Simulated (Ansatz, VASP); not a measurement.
**AlN in two plane-wave programs**

Wanted: the spread between two codes on one cell, functional and k mesh.

Method: plane waves, with VASP 6.6.1 beside it; band structure at PBE and single point at PBE, in Ansatz 0.2.0.

The database entry behind the starting cell differs from later determinations by our own check (inner coordinate u about 0.002 short), so it need not match the best structure at ambient conditions.

## 1. Set-up

Symmetry: P6_3mc, No. 186, hexagonal system. Conventional cell: a = 3.113 Å, b = 3.113 Å, c = 4.981 Å, α = 90.00°, β = 90.00°, γ = 120.00°. Nearest to Al lie 4 N at 1.89 to 1.90 Å. Nearest to N lie 4 Al at 1.89 to 1.90 Å. Farther neighbours and most contacts between anions are not listed.

## 2. VASP: band structure, PBE

Levels along a path test the potential and the projectors away from the mesh points.

Lines of VASP's logs that name or quote its potential files are left out, and so is its time.

INCAR

```
SYSTEM = AlN
PREC = Accurate
ENCUT = 450
EDIFF = 1E-08
NELM = 100
ISMEAR = 0
SIGMA = 0.01
LREAL = .FALSE.
ALGO = Normal
GGA = PE
NBANDS = 14
LORBIT = 11
LWAVE = .TRUE.
LCHARG = .FALSE.
KPAR = 8
```

POSCAR

```
AlN
1.0
    3.1130000000      0.0000000000      0.0000000000
   -1.5565000000      2.6959370820      0.0000000000
    0.0000000000      0.0000000000      4.9810000000
Al N
2 2
Direct
    0.6666666667      0.3333333333      0.4990015937
    0.3333333333      0.6666666667      0.9990015937
    0.6666666667      0.3333333333      0.8809984063
    0.3333333333      0.6666666667      0.3809984063
```

KPOINTS

```
Automatic mesh
0
Gamma
6 6 4
0 0 0
```

KPOINTS_OPT

```
Line mode
12
Line-mode
Reciprocal
  0.00000000   0.00000000   0.00000000 GAMMA
  0.50000000   0.00000000   0.00000000 M

  0.50000000   0.00000000   0.00000000 M
  0.33333333   0.33333333   0.00000000 K

  0.33333333   0.33333333   0.00000000 K
  0.00000000   0.00000000   0.00000000 GAMMA

  0.00000000   0.00000000   0.00000000 GAMMA
  0.00000000   0.00000000   0.50000000 A

  0.00000000   0.00000000   0.50000000 A
  0.50000000   0.00000000   0.50000000 L

  0.50000000   0.00000000   0.50000000 L
  0.33333333   0.33333333   0.50000000 H

  0.33333333   0.33333333   0.50000000 H
  0.00000000   0.00000000   0.50000000 A

  0.50000000   0.00000000   0.50000000 L
  0.50000000   0.00000000   0.00000000 M

  0.33333333   0.33333333   0.00000000 K
  0.33333333   0.33333333   0.50000000 H
```

The projector-augmented-wave data sets are Al_GW and N_GW (PBE family, release 64).

Launch:

```console
$ mpirun -np 8 vasp_std
```

Numbers of over 12 decimals in the logs are rounded to 6 here.

What it wrote:

```text
[banner, memory and clock lines left out]
running    8 mpi-ranks, on    1 nodes
 distrk:  each k-point on    1 cores,    8 groups
 distr:  one band on    1 cores,    1 groups

 POSCAR found type information on POSCAR AlN
 POSCAR found :  2 types and       4 ions
|                                                                             |
|           W    W    AA    RRRRR   N    N  II  N    N   GGGG   !!!           |
|           W    W   A  A   R    R  NN   N  II  NN   N  G    G  !!!           |
|           W    W  A    A  R    R  N N  N  II  N N  N  G       !!!           |
|           W WW W  AAAAAA  RRRRR   N  N N  II  N  N N  G  GGG   !            |
|           WW  WW  A    A  R   R   N   NN  II  N   NN  G    G                |
|           W    W  A    A  R    R  N    N  II  N    N   GGGG   !!!           |
|                                                                             |
|     For optimal performance we recommend to set                             |
|       NCORE = 2 up to number-of-cores-per-socket                            |
|     NCORE specifies how many cores store one orbital (NPAR=cpu/NCORE).      |
|     This setting can greatly improve the performance of VASP for DFT.       |
|     The default, NCORE=1 might be grossly inefficient on modern             |
|     multi-core architectures or massively parallel machines. Do your        |
|     Unfortunately you need to use the default for GW and RPA                |
|     calculations (for HF NCORE is supported but not extensively tested      |
|     yet).                                                                   |
|                                                                             |

 LDA part: xc-table for (Slater+PW92), standard interpolation
 POSCAR, INCAR and KPOINTS ok, starting setup
 FFT: planning ... GRIDC
 FFT: planning ... GRID_SOFT
 FFT: planning ... GRID
 WAVECAR not read
 entering main loop
       N       E                     dE             d eps       ncg     rms          rms(c)
DAV:   1     0.532287723508E+02    0.53229E+02   -0.67516E+03   588   0.920E+02
DAV:   2    -0.303211684489E+02   -0.83550E+02   -0.75666E+02   898   0.249E+02
DAV:   3    -0.344660490327E+02   -0.41449E+01   -0.41126E+01   822   0.494E+01
DAV:   4    -0.345202133312E+02   -0.54164E-01   -0.54150E-01   690   0.756E+00
DAV:   5    -0.345217075513E+02   -0.14942E-02   -0.14940E-02   822   0.107E+00    0.121E+01
DAV:   6    -0.298264733249E+02    0.46952E+01   -0.13127E+01   880   0.355E+01    0.301E+00
DAV:   7    -0.298282043737E+02   -0.17310E-02   -0.61396E-01   678   0.530E+00    0.210E+00
DAV:   8    -0.298226577106E+02    0.55467E-02   -0.88486E-02   666   0.494E+00    0.586E-01
DAV:   9    -0.298162863699E+02    0.63713E-02   -0.28208E-02   946   0.190E+00    0.123E-01
DAV:  10    -0.298165078926E+02   -0.22152E-03   -0.16906E-03   684   0.316E-01    0.770E-02
DAV:  11    -0.298164427005E+02    0.65192E-04   -0.30408E-04   968   0.189E-01    0.114E-02
DAV:  12    -0.298164448677E+02   -0.21672E-05   -0.59574E-06   696   0.205E-02    0.740E-03
DAV:  13    -0.298164437051E+02    0.11627E-05   -0.70026E-06   958   0.264E-02    0.162E-03
DAV:  14    -0.298164436970E+02    0.80696E-08   -0.25789E-07   726   0.516E-03    0.543E-04
DAV:  15    -0.298164437105E+02   -0.13513E-07   -0.90627E-09   612   0.972E-04    0.285E-04
DAV:  16    -0.298164437171E+02   -0.66215E-08   -0.49467E-09   468   0.550E-04
   1 F= -.29816444E+02 E0= -.29816444E+02  d E =-.718483E-12
 Start KPOINTS_OPT (optional k-point list driver)
k-point batch [1-21\108]
       N       E                     dE             ncg
DAV:   1     0.160194871251E+04   -0.75939E+04      588
DAV:   2     0.444884778748E+02   -0.15575E+04      892
DAV:   3    -0.307639609829E+02   -0.75252E+02      816
DAV:   4    -0.319811483358E+02   -0.12172E+01      732
DAV:   5    -0.320205232077E+02   -0.39375E-01      810
DAV:   6    -0.320225534263E+02   -0.20302E-02      760
DAV:   7    -0.320226463172E+02   -0.92891E-04      820
DAV:   8    -0.320226512962E+02   -0.49790E-05      810
DAV:   9    -0.320226514824E+02   -0.18621E-06      736
DAV:  10    -0.320226514940E+02   -0.11589E-07      606
DAV:  11    -0.320226514951E+02   -0.11146E-08      666
[...]
k-point batch [106-108\108]
       N       E                     dE             ncg
DAV:   1     0.115884034346E+05   -0.17930E+04       84
DAV:   2     0.113759868120E+05   -0.21242E+03      124
DAV:   3     0.113656238294E+05   -0.10363E+02      120
DAV:   4     0.113654642820E+05   -0.15955E+00      108
DAV:   5     0.113654595256E+05   -0.47564E-02      120
DAV:   6     0.113654593179E+05   -0.20770E-03      108
DAV:   7     0.113654593069E+05   -0.11022E-04      120
DAV:   8     0.113654593062E+05   -0.63650E-06      102
DAV:   9     0.113654593062E+05   -0.39530E-07      120
DAV:  10     0.113654593062E+05   -0.21264E-08       86
 writing wavefunctions
```

From OUTCAR (step 2):

```text
ion  position               nearest neighbor table
   1  0.667  0.333  0.499-   4 1.89   4 1.89   4 1.89   3 1.90
   2  0.333  0.667  0.999-   3 1.89   3 1.89   3 1.89   4 1.90
   3  0.667  0.333  0.881-   2 1.89   2 1.89   2 1.89   1 1.90
   4  0.333  0.667  0.381-   1 1.89   1 1.89   1 1.89   2 1.90

  LATTYP: Found a hexagonal cell.
 ALAT       =     3.1130000000
 C/A-ratio  =     1.6000642467

 Subroutine GETGRP returns: Found 12 space group operations
 (whereof  6 operations were pure point group operations)

The static configuration has the point symmetry C_3v.
 The point group associated with its full space group is C_6v.

 Found     21 irreducible k-points:

   k-points           NKPTS =     21   k-points in BZ     NKDIM =     21   number of bands    NBANDS=     14

   dimension x,y,z NGX =    24 NGY =   24 NGZ =   36
   dimension x,y,z NGXF=    48 NGYF=   48 NGZF=   72

   ENCUT  =  450.0 eV  33.07 Ry    5.75 a.u.   5.38  5.38  8.62*2*pi/ulx,y,z

   NELECT =      16.0000    total number of electrons

 k-points in reciprocal lattice and weights: Automatic mesh
   0.00000000  0.00000000  0.00000000       0.007
   0.16666667  0.00000000  0.00000000       0.042
   0.33333333  0.00000000  0.00000000       0.042
   0.50000000  0.00000000  0.00000000       0.021
   0.16666667  0.16666667  0.00000000       0.042
   0.33333333  0.16666667  0.00000000       0.083
   0.33333333  0.33333333  0.00000000       0.014
   0.00000000  0.00000000  0.25000000       0.014
   0.16666667  0.00000000  0.25000000       0.083
[...]
0.33333333  0.16666667  0.50000000       0.083
   0.33333333  0.33333333  0.50000000       0.014

 average (electrostatic) potential at core
       1 -50.0375       2 -50.0375       3 -60.0342       4 -60.0342

 E-fermi :   5.1808

 k-point     1 :       0.0000    0.0000    0.0000
  band No.  band energies     occupation
    ...
      4       4.2569      2.00000
      5       4.2569      2.00000
      6       4.9122      2.00000
      7       4.9122      2.00000
      8       5.1386      2.00000
      9       9.3233      0.00000
     10      11.7716      0.00000
     11      15.7406      0.00000
     12      16.2613      0.00000
     13      16.2613      0.00000
    ...

 k-point     2 :       0.1667    0.0000    0.0000
  band No.  band energies     occupation
    ...
      4       2.8429      2.00000
      5       3.6257      2.00000
      6       3.8678      2.00000
      7       4.8318      2.00000
      8       4.9639      2.00000
      9      10.5988      0.00000
     10      12.8311      0.00000
     11      14.3150      0.00000
     12      14.8912      0.00000
     13      17.2017      0.00000
    ...

 k-point     3 :       0.3333    0.0000    0.0000
  band No.  band energies     occupation
    ...
      4       0.7049      2.00000
      5       1.8046      2.00000
      6       3.2785      2.00000
      7       4.2631      2.00000
      8       4.5747      2.00000
      9      11.3566      0.00000
     10      11.8337      0.00000
     11      13.0771      0.00000
     12      15.4370      0.00000
     13      16.5004      0.00000
    ...

  Total        0.3111944      0.3111944      0.3642461      0.0000000      0.0000000      0.0000000
  in kB       11.9271572     11.9271572     13.9604712      0.0000000      0.0000000      0.0000000
  external PRESSURE =      12.6049285 kB  Pullay stress =       0.0000000 kB

  energy-cutoff  :      450.00
  volume of cell :       41.80
      direct lattice vectors                 reciprocal lattice vectors
     3.113000000  0.000000000  0.000000000     0.321233537  0.185464269  0.000000000
    -1.556500000  2.695937082  0.000000000     0.000000000  0.370928538  0.000000000
     0.000000000  0.000000000  4.981000000     0.000000000  0.000000000  0.200762899

 POSITION                                       TOTAL-FORCE (eV/Angst)
 -----------------------------------------------------------------------------------
      1.55650      0.89865      2.48553         0.000000      0.000000     -0.001284
     -0.00000      1.79729      4.97603        -0.000000     -0.000000     -0.001284
      1.55650      0.89865      4.38825         0.000000     -0.000000      0.001284
     -0.00000      1.79729      1.89775        -0.000000      0.000000      0.001284
 -----------------------------------------------------------------------------------
    total drift:                               -0.000000      0.000000     -0.000191

  FREE ENERGIE OF THE ION-ELECTRON SYSTEM (eV)
  ---------------------------------------------------
  free  energy   TOTEN  =       -29.8164437171 eV

  energy  without entropy=      -29.8164437171  energy(sigma->0) =      -29.81644372

 total charge
# of ion       s       p       d       tot
------------------------------------------
    1        0.435   0.551   0.215   1.201
    2        0.435   0.551   0.215   1.201
    3        1.192   2.571   0.000   3.763
    4        1.192   2.571   0.000   3.763
--------------------------------------------------
tot          3.255   6.244   0.430   9.929

[... 3 further parts left out ...]
```

The run ends at a pressure of 1.26 GPa, with forces up to 0.0013 eV/Å.

## 3. Ansatz: band structure, PBE

Ansatz runs on its default PAW (the set named soft_2) files.

The same cell, functional, mesh and smearing now go to Ansatz, which takes its cutoff from its data sets.

input.yaml

```yaml
crystal:
  lattice:
    - [3.113, 0.0, 0.0]
    - [-1.5565, 2.695937082, 0.0]
    - [0.0, 0.0, 4.981]
  atoms:
    - { symbol: Al, position: [0.6666666667, 0.3333333333, 0.4990015937] }
    - { symbol: Al, position: [0.3333333333, 0.6666666667, 0.9990015937] }
    - { symbol: "N", position: [0.6666666667, 0.3333333333, 0.8809984063] }
    - { symbol: "N", position: [0.3333333333, 0.6666666667, 0.3809984063] }
hamiltonian:
  xc: pbe
  pseudopotentials: { kind: paw }
kpoints:
  mp_grid: { grid: [6, 6, 4] }
  band_path:
    path:
      - [0.0, 0.0, 0.0]
      - [0.13636, 0.0, 0.0]
      - [0.31818, 0.0, 0.0]
      - [0.5, 0.0, 0.0]
      - [0.4697, 0.06061, 0.0]
      - [0.40909, 0.18182, 0.0]
      - [0.34848, 0.30303, 0.0]
      - [0.30303, 0.30303, 0.0]
      - [0.18182, 0.18182, 0.0]
      - [0.06061, 0.06061, 0.0]
      - [0.0, 0.0, 0.0]
      - [0.0, 0.0, 0.18182]
      - [0.0, 0.0, 0.36364]
      - [0.0, 0.0, 0.5]
      - [0.13636, 0.0, 0.5]
      - [0.31818, 0.0, 0.5]
      - [0.5, 0.0, 0.5]
      - [0.4697, 0.06061, 0.5]
      - [0.40909, 0.18182, 0.5]
      - [0.34848, 0.30303, 0.5]
      - [0.30303, 0.30303, 0.5]
      - [0.18182, 0.18182, 0.5]
      - [0.06061, 0.06061, 0.5]
      - [0.5, 0.0, 0.5]
      - [0.5, 0.0, 0.31818]
      - [0.5, 0.0, 0.13636]
      - [0.5, 0.0, 0.0]
      - [0.33333, 0.33333, 0.13636]
      - [0.33333, 0.33333, 0.31818]
      - [0.33333, 0.33333, 0.5]
    npoints: 1
scf:
  occupations: { method: gaussian, width: 0.01 }
  n_extra_bands: 8
output:
  forces: true
  stress: true
  eigenvalues: true
  write_density: true
  write_potential: true
  elf: true
  volumetric_format: npy
```

Launch:

```console
$ ansatz run input.yaml --threads 2 --pin off --max-ram 4608MiB --backend cpu --events-out ev --progress --plain --runs-dir out
```

What it wrote:

```text
scf.n_extra_bands = 8 over 8 filled bands (N_el = 16.0): the run solves 16 bands
Engine: ansatz 0.2.0, aarch64-unknown-linux-gnu
Pseudopotentials: kind: paw
Pseudopotential: Al, paw, valence charge 3, recommended cutoff 420 eV (normal), Al.paw.azcp
Pseudopotential: N, paw, valence charge 5, recommended cutoff 420 eV (normal), N.paw.azcp
Functional definition: PBE
  parameter kappa = 0.804
  parameter beta = 0.066725
  exchange = pbe_x(kappa = kappa, mu = beta*pi^2/3)
  correlation = pbe_c(beta = beta)
Crystal: 4 atoms, lattice volume = 41.803 Å³
Basis set: ecut = 420 eV, 809 PW (Γ), exchange–correlation on 48×48×72 points (8 copies of the dense FFT grid, shifted against one another)
Bands: 16, of which v1, the nominal top of the filled ones, is band 8 counted from 1 (7 counted from 0)
Symmetry: 12 space group operations
Space group: P63mc (ITA 186), of the structure as read, at distance tolerance 3.5e-5 Å
k-points: 21 of 144 (time reversal used)
Non-local potential: Al, projectors of the file, l = 0: 2, l = 1: 2, l = 2: 1
Non-local potential: N, projectors of the file, l = 0: 2, l = 1: 2, l = 2: 1
PAW form: soft (Blöchl's): semilocal exchange-correlation on the pseudo side does not see the compensation charge
PAW one-centre angular grid: Al, 110 points (default); XC on 64 Gauss nodes
PAW one-centre angular grid: N, 110 points (default); XC on 64 Gauss nodes
Initial density: superposition of atomic densities (neutral atoms: chi_scale 0, normalization atom), corrected by the library's trained network
Initial wavefunctions: pseudopotential atomic-orbital guess
Functional: x = pbe(κ = 0.804, μ = 0.219515), c = pbe(β = 0.066725)
SCF iter   1: F=—  HF=-1848.497614 eV  |F-HF|=—  |Δ(HF+E_count)|=         —  Δρ=8.13e-4  dr2=1.27e-4  ethr=1.77e-3  ⟨swp⟩=6.2  Hψ=2026  notcnv=0
preconditioner: auto → none  [insulator: Δε(μ)=4.179 eV  Ē_g=15.375 eV  σ=0.010 eV  W_gap=1.00  n_scr=2 (ndim 8)  ℏωp=23.0 eV  f_vac=0.000  D(μ)=0.00/eV (n_scr^D=0)  ε∞_Penn≈3.2]
SCF iter   2: F=—  HF=-1848.497888 eV  |F-HF|=—  |Δ(HF+E_count)|=   2.74e-4  Δρ=4.01e-4  dr2=2.35e-5  ethr=7.96e-7  ⟨swp⟩=2.3  Hψ=749  notcnv=0  defer=48
SCF iter   3: F=—  HF=-1848.497744 eV  |F-HF|=—  |Δ(HF+E_count)|=   1.43e-4  Δρ=4.21e-5  dr2=2.87e-7  ethr=1.47e-7  ⟨swp⟩=2.0  Hψ=473  notcnv=0  defer=48
iter 4 did not close the SCF: its close was put off for the readings that it lacked (scf_convergence_deferred on its scf_iter line)
SCF iter   4: F=-1848.497745 eV  HF=-1848.497745 eV  |F-HF|=7.84e-9  |Δ(HF+E_count)|=   6.71e-7  Δρ=7.91e-6  dr2=1.20e-8  ethr=1.80e-9  ⟨swp⟩=2.5  Hψ=447  notcnv=0  defer=48
iter 5 did not close the SCF: its close was put off for the readings that it lacked (scf_convergence_deferred on its scf_iter line)
SCF iter   5: F=-1848.497745 eV  HF=-1848.497745 eV  |F-HF|=6.87e-11  |Δ(HF+E_count)|=   9.38e-9  Δρ=1.05e-6  dr2=2.62e-10  ethr=7.52e-11  ⟨swp⟩=3.0  Hψ=490  notcnv=0  defer=48
SCF iter   6: F=-1848.497745 eV  HF=-1848.497745 eV  |F-HF|=4.55e-12  |Δ(HF+E_count)|=  2.05e-11  Δρ=1.70e-7  dr2=4.95e-12  ethr=1.64e-12  ⟨swp⟩=6.8  Hψ=1785  notcnv=0
SCF 1 converged in 6 iterations: F = -1848.497745 eV  dr2 = 4.95e-12
  greatest PAW one-centre occupation: 0.788 electrons in one spin orbital (limit 2), on the N atom at site 3 (counted from 0), in its partial waves of l = 0
NSCF: frozen V_eff on 30 k-points
SCF converged after 6 iterations
Free energy (F): -1848.497745 eV
Harris-Foulkes:  -1848.497745 eV  (|F-HF|=4.55e-12)
Internal energy: -1848.497745 eV  (E = F + TS)
E sigma→0 (E₀):  -1848.497745 eV
Fermi energy:    9.243793 eV
--- Per-component energies (eV) ---
  E_band       = 30.388215
  E_kinetic    = 318.956830
  E_local      = -448.266684  (includes V_loc(G=0)·N_el)
  E_nonlocal   = 110.832646
  E_hartree    = 155.693182
  E_xc         = -203.725345
  E_vxc        = -215.995029  (∫ρ·V_xc dr)
  E_paw        = -1190.319460  (= ΣΔE_a)
  E_vpaw       = -46.526123  (= ΣTr[D̂ρ^β])
  E_aug_tail   = 0.000194  (compensation charges beyond the density's cutoff)
  E_ewald      = -591.669109
  E_smearing   = -0.000000  (= −TS)
  E_closure    = 0.000000  (closes the sum)
  Σ components = -1848.497745   (vs F -1848.497745, Δ=0.00e0)
--- Forces (eV/Å), atoms counted from 1 ---
  atom   1  Al    -0.00000000     0.00000000    -0.00162686
  atom   2  Al     0.00000000    -0.00000000    -0.00162686
  atom   3  N      0.00000000    -0.00000000     0.00161049
  atom   4  N     -0.00000000     0.00000000     0.00161049
  max |Σ_I F_I| component: 3.27e-5 eV/Å
--- Stress (GPa, compression-positive) ---
        3.609211       0.000000      -0.000000
       -0.000000       3.609211       0.000000
       -0.000000       0.000000       3.787651
  P = ⅓ Tr σ = 3.6687 GPa (36.687 kbar)
--- Band table (eV; the first three rows and the last of 21) ---
  k-point 0: bands = [... 4 lower, 6.2775, 6.9271, 6.9271, 7.1525, 11.3351, 13.7951, 17.7548, 18.2894, ... 4 higher]
  k-point 1: bands = [... 4 lower, 6.3679, 6.3679, 6.8271, 6.8271, 12.2983, 13.9141, 17.4198, 18.2579, ... 4 higher]
  k-point 2: bands = [... 4 lower, 6.5926, 6.5926, 6.5926, 6.5926, 13.5999, 13.5999, 17.4736, 17.4736, ... 4 higher]
  k-point 20: bands = [... 4 lower, 3.2933, 3.2933, 6.3576, 6.3576, 14.5637, 14.5637, 14.9693, 14.9693, ... 4 higher]
```

Wall time 2.2 s (2 threads of Arm Neoverse N1, shared host); peak memory 0.28 GiB; 4.2 s of CPU time.

## 4. Side by side

Known differences besides the potentials themselves: the cutoff is 420 eV in Ansatz and 450 eV in VASP; VASP leaves aspherical gradient terms in its spheres out (LASPH is not set), Ansatz keeps them. Total energies have different zeros and are not compared.

The two programs side by side:

```csv
quantity,Ansatz,VASP,difference
gap over the path points (eV),4.183,4.185,-0.002
```

Levels at points of the path, from each program's valence-band top (eV; 4 filled, then empty):

```csv
k (reciprocal lattice),Ansatz,VASP
0.000 0.000 0.000,-0.88 -0.23 -0.23 0.00 4.18 6.64 10.60,-0.88 -0.23 -0.23 0.00 4.18 6.63 10.60
0.136 0.000 0.000,-1.17 -1.16 -0.27 -0.11 5.14 7.47 9.62,-1.17 -1.16 -0.27 -0.11 5.14 7.47 9.62
0.318 0.000 0.000,-3.19 -1.81 -0.78 -0.54 6.27 6.85 7.91,-3.19 -1.82 -0.78 -0.54 6.26 6.86 7.91
0.500 0.000 0.000,-3.34 -2.10 -1.77 -0.70 5.80 5.81 8.17,-3.35 -2.11 -1.78 -0.70 5.80 5.80 8.16
0.470 0.061 0.000,-3.31 -2.25 -1.78 -0.83 5.78 6.02 8.26,-3.32 -2.26 -1.79 -0.84 5.78 6.01 8.26
0.409 0.182 0.000,-3.13 -3.04 -1.89 -1.65 5.46 7.31 8.93,-3.15 -3.05 -1.90 -1.66 5.46 7.31 8.93
0.348 0.303 0.000,-3.75 -2.54 -2.42 -2.23 5.08 8.29 9.55,-3.76 -2.55 -2.43 -2.24 5.07 8.30 9.56
0.303 0.303 0.000,-3.55 -2.75 -2.33 -2.05 5.15 8.23 9.44,-3.56 -2.76 -2.34 -2.06 5.14 8.23 9.44
0.182 0.182 0.000,-3.59 -1.90 -1.05 -0.72 7.06 7.10 8.46,-3.60 -1.90 -1.06 -0.73 7.05 7.10 8.46
0.061 0.061 0.000,-1.18 -0.73 -0.28 -0.06 4.81 7.20 10.03,-1.19 -0.74 -0.28 -0.06 4.81 7.19 10.03
```

Among the levels compared at these points, filled levels agree within 15 meV and empty ones within 16 meV. Not compared: the pressure (VASP's GW data sets at this cutoff don't carry it).

## 5. Further runs

Further runs change the set-up of one program: Ansatz's method, potentials or start, or VASP's data sets, cutoff or form of LDA. The table gives Ansatz less VASP for each quantity, since a change that brings one quantity closer may part another.

```csv
run,r.m.s. force difference (meV/Å),gap over the path points (eV)
as above,0.19,-0.0022
Ansatz's all-electron LAPW method,0.21,0.0051
Ansatz's larger PAW set (cutoff 1050 eV),0.18,0.0062
norm-conserving potentials (cutoff 1240 eV),0.67,-2.0e-4
```

(Continued in part 2 of 2.)

[Lines on the potential files, build, host, timing and source positions are cut from VASP's logs without a mark.]

[Logs are printed without paths, hosts, clocks, repeated set-up lines and the standing remarks that a program may print on its own settings, such as how far it seeks lower states.]

[Hosts, paths, dates, database ids (printed as entryN), source tags and the programs' standing remarks are cut or masked in the printed files.]
